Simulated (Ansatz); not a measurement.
## Mg3Sb2: do energies and stresses tell the same story?

The calculation used DFT r2SCAN, scalar-relativistic, plane waves, PAW (Ansatz 0.2.0).

Plane waves to 500 eV, a k mesh through Γ of 6×6×4 on the computed 5-atom cell and Gaussian smearing (0.02 eV); no spin polarisation.

Relaxed cell: P-3m1, a = 4.569 Å, b = 4.569 Å, c = 7.240 Å, α = 90.00°, β = 90.00°, γ = 120.00°, 5 atoms in the primitive cell. Whether it is the stable form of this composition wasn't checked.

Energies at zero smearing and pressures from the stress tensor, at volumes with shape and atoms relaxed:
```tsv
V (Å³/atom)	E − E(first) (meV/atom)	P (GPa)
23.040	0.00	7.66
23.825	-31.54	5.27
24.611	-52.26	3.23
25.396	-63.73	1.49
26.182	-67.29	0.00
26.967	-64.07	-1.28
27.753	-55.06	-2.37
28.800	-35.47	-3.58
```

Task: Check P = −dE/dV between neighbouring volumes, and get the bulk modulus from the pressures alone.

Result: With 1 eV/Å³ = 160.2 GPa:
```
middle V (Å³/atom)  −ΔE/ΔV (GPa) mean P (GPa)
            23.433         6.434         6.466
            24.218         4.226         4.253
            25.003         2.339         2.363
            25.789         0.725         0.745
            26.574        -0.656        -0.640
            27.360        -1.838        -1.824
            28.276        -2.997        -2.976
```

The two differ by 0.03 GPa at most. The mean of two end pressures misses the average over a step by about ΔV² P″/12, up to 0.03 GPa here; with that taken off 0.00 GPa remains. Around V = 26.182 Å³/atom, the two neighbours give B = −V ΔP/ΔV = 26.182 × 2.77 / 1.571 = 46.2 GPa, against B0 = 45.9 GPa from the Birch–Murnaghan fit of the energies.